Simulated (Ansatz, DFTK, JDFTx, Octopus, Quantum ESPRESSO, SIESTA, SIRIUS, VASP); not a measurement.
# GaN: programs and potentials compared

```
Ga N
1.0
     3.18000    0.00000    0.00000
    -1.59000    2.75396    0.00000
     0.00000    0.00000    5.16600
Ga N
2 2
Cartesian
  1.5900 0.9180 2.5830
  0.0000 1.8360 0.0000
  1.5900 0.9180 4.5203
  0.0000 1.8360 1.9373
```

Alike in all runs: task single point; functional PBEsol; k mesh 10 × 10 × 5; occupations fermi-dirac, width 0.05 eV; no spin polarisation; no spin-orbit coupling. Pressure is positive in compression and, in plane waves, holds the error of the finite cutoff.

```tsv
program and potentials	plane-wave cutoff (eV)	notes	pressure (GPa)	largest force (eV/Å)
SIRIUS, all-electron FP-LAPW, apw+lo standard	-	-	-	0.133
DFTK, PseudoDojo SR PBEsol 0.4.1 standard (PBEsol)	1143	9 valence electrons an atom on average	1.24	0.133
SIESTA, files PseudoDojo sr-pbesol-0.4.1-standard, DZP (energy shift 0.003 Ry; two zetas on semicore shells)	-	atomic basis; 9 valence electrons an atom on average	3.80	0.129
JDFTx, PseudoDojo-SR-PBEsol-0.4.1-standard with smoothed tails	1143	9 valence electrons an atom on average	1.23	0.133
Octopus, pseudodojo_pbesol (PseudoDojo 0.4, PBEsol)	-	9 valence electrons an atom on average	-	0.132
Quantum ESPRESSO, GBRV 1.5 PBEsol	762	12 valence electrons an atom on average	1.50	0.133
VASP, PBE PAW files Ga_d, N, 520 eV	520	potentials made for PBE; 9 valence electrons an atom on average	?	?
Ansatz, all-electron LAPW, scalar-relativistic	-	-	1.02	0.133
SIRIUS, PseudoDojo 0.4.1 PBEsol standard (scalar relativistic)	1152	9 valence electrons an atom on average	1.23	0.133
```

**Question.** Estimate from the other rows what the run with VASP, PBE PAW files Ga_d, N, 520 eV gave.

**Answer.** Pressure 0.82 GPa; largest force 0.131 eV/Å. The other rows, which needn't bracket it: pressure 1.02 to 3.80; largest force 0.129 to 0.133.
